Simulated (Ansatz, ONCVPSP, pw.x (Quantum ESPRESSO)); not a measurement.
**What a changed setting does to a pw.x run (fcc W)**

Potential: optimised norm-conserving Vanderbilt (ONCV), ONCVPSP 4.0.1.1 (patched build), PBE; core [Xe] 4f14, reference 5d4 6s1 6p1; waves: 6s: rc 2.45 bohr, ncon 3, nbas 6, qcut 2.6 1/bohr, 1 projector; 6p: rc 3.40 bohr, ncon 4, nbas 7, qcut 2.1 1/bohr, 2 projectors, debl 1.7 Ha; 5d: rc 2.65 bohr, ncon 3, nbas 7, qcut 6 1/bohr, 2 projectors, debl 2.7 Ha; local part: polynomial inside 2.00 bohr (lpopt 3, dvloc0 2 Ha); core correction: polynomial model core, fcfact 0.55.

The reference run (k-mesh 14³, cutoffs 50/200 Ry, Fermi–Dirac 0.01 Ry, mixing_beta 0.4, conv_thr 1e-9, no spin) gives -3.51 GPa at 16.478 Å³/atom, where all-electron LAPW gives -0.06 GPa. This run, with its own iteration cap, changes degauss to 0.005.

```
&control
  calculation='scf', prefix='x', pseudo_dir='./', outdir='./tmp', tstress=.true., disk_io='none'
/
&system
  ibrav=0, nat=1, ntyp=1, ecutwfc=50, ecutrho=200, nbnd=10,
  occupations='smearing', smearing='fd', degauss=0.005
/
&electrons
  conv_thr=1e-09, mixing_beta=0.4, electron_maxstep=50
/
ATOMIC_SPECIES
W 1.0 W.UPF
CELL_PARAMETERS angstrom
  0.00000000 2.01972156 2.01972156
  2.01972156 0.00000000 2.01972156
  2.01972156 2.01972156 0.00000000
ATOMIC_POSITIONS crystal
W 0.0000 0.0000 0.0000
K_POINTS automatic
14 14 14 0 0 0
```

```bash
pw.x < W.scf.in > W.scf.out
```

**Question.** How does the run end?

**Answer.** It converges in 8 iterations; the free energy moves by +27.8 meV/atom and the pressure by -0.30 GPa. In a metal, with Fermi–Dirac smearing, F lies below its zero-width value by a term in the square of the width.

```
Message from routine setup:
     using ibrav=0 with symmetry is DISCOURAGED, use correct ibrav instead
     lattice parameter (alat)  =       5.3977  a.u.
     unit-cell volume          =     111.1991 (a.u.)^3
     number of electrons       =         6.00
     number of Kohn-Sham states=           10
     kinetic-energy cutoff     =      50.0000  Ry
     charge density cutoff     =     200.0000  Ry
     scf convergence threshold =      1.0E-09
     Exchange-correlation= PBE
     number of k points=   104  Fermi-Dirac smearing, width (Ry)=  0.0050
     iteration #  1     ecut=    50.00 Ry     beta= 0.40
     total energy              =     -23.96424699 Ry
     estimated scf accuracy    <       0.08178885 Ry
     iteration #  2     ecut=    50.00 Ry     beta= 0.40
     total energy              =     -23.96006346 Ry
     estimated scf accuracy    <       0.01399009 Ry
     iteration #  3     ecut=    50.00 Ry     beta= 0.40
     total energy              =     -23.96260244 Ry
     estimated scf accuracy    <       0.00021715 Ry
     iteration #  4     ecut=    50.00 Ry     beta= 0.40
     total energy              =     -23.96262144 Ry
     estimated scf accuracy    <       0.00006534 Ry
     iteration #  5     ecut=    50.00 Ry     beta= 0.40
     total energy              =     -23.96263262 Ry
     estimated scf accuracy    <       0.00000071 Ry
     iteration #  6     ecut=    50.00 Ry     beta= 0.40
     total energy              =     -23.96263286 Ry
     estimated scf accuracy    <       0.00000002 Ry
     iteration #  7     ecut=    50.00 Ry     beta= 0.40
     total energy              =     -23.96263286 Ry
     estimated scf accuracy    <          1.6E-09 Ry
     iteration #  8     ecut=    50.00 Ry     beta= 0.40
     the Fermi energy is    14.4707 ev
!    total energy              =     -23.96263286 Ry
     estimated scf accuracy    <          7.6E-11 Ry
     smearing contrib. (-TS)   =      -0.00141343 Ry
     The total energy is F=E-TS. E is the sum of the following terms:
     one-electron contribution =      11.21581964 Ry
     hartree contribution      =       0.15273866 Ry
     xc contribution           =     -13.70715286 Ry
     ewald contribution        =     -21.62262488 Ry
     convergence has been achieved in   8 iterations
          total   stress  (Ry/bohr**3)                   (kbar)     P=      -38.12
     Message from routine punch:
     Nothing written, as per user request (disk_io='none')
```

The run took about 12 s on one core of a shared host (Neoverse-N1, 64 threads, 124 GiB, load 56).
